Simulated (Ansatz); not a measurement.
The calculation used Ansatz 0.2.0, DFT PBE, scalar-relativistic, plane waves, PAW. All cells share a 420 eV cutoff and Γ-centred k meshes spaced at most about 0.3 Å⁻¹ (about 0.25 or finer for metals, 2π included). No spin polarisation.

Energies over the elements count from the elements' standard structures at the same level, with no fitted energy shifts.

All energies are static (0 K, no zero-point motion). Only the structures computed here compete, so a lower one can exist. No dispersion correction is applied, so the spacing and binding between layers, chains or molecules are poorly described. These runs have no spin–orbit coupling, which can matter for Te. Kohn–Sham gaps at this level usually fall short of measured ones. The missing spin–orbit coupling can work the other way here. The reference form of Te is held partly by dispersion forces, which this level lacks.

A search for BeTe₂ gave 4 distinct relaxed structures. Coordination counts Te atoms around Be (those within 1.25 times the shortest such distance or 1.15 times the sum of covalent radii). Cells relaxed within their symmetry can be saddle points.

Q: What is the best candidate for BeTe₂?

A: The one with space group Ibam (No. 72), reached from: a cell proposed by chemical analogy. It has a = 4.601 Å, b = 10.001 Å, c = 6.802 Å, 26.1 Å³/atom, a gap of 0.23 eV on the mesh. Around Be lie 4 Te at 2.49 Å; Te is surrounded by 2 Be at 2.49 Å and 1 Te at 2.91 Å. Its energy over the elements is −0.126 eV/atom. A negative formation energy is needed for stability but isn't enough: competing phases decide. An observed structure of this formula, if there is one, may be missing.

```yaml
crystal:
  lattice:
    - [-2.30032, 5.00066, 3.40112]
    - [2.30032, -5.00066, 3.40112]
    - [2.30032, 5.00066, -3.40112]
  atoms:
    - { symbol: Be, position: [0.75000, 0.75000, 0.00000] }
    - { symbol: Be, position: [0.25000, 0.25000, 0.00000] }
    - { symbol: Te, position: [0.38534, 0.80588, 0.19122] }
    - { symbol: Te, position: [0.88535, 0.69412, 0.57947] }
    - { symbol: Te, position: [0.11466, 0.30588, 0.42053] }
    - { symbol: Te, position: [0.61465, 0.19412, 0.80878] }
```

Q: How much higher is the Pa-3 structure with 23.2 Å³/atom and coordination Be 6 (reached from: a cell proposed by chemical analogy)?

A: 149 meV/atom. It has the pyrite type. It has no gap on its mesh. It holds Te–Te pairs (shortest 2.80 Å).

Q: How much higher is the I4_1/amd structure with 23.0 Å³/atom and coordination Be 6 (reached from: anatase type (I4_1/amd))?

A: 0.32 eV/atom. It has the anatase type. It has no gap on its mesh.
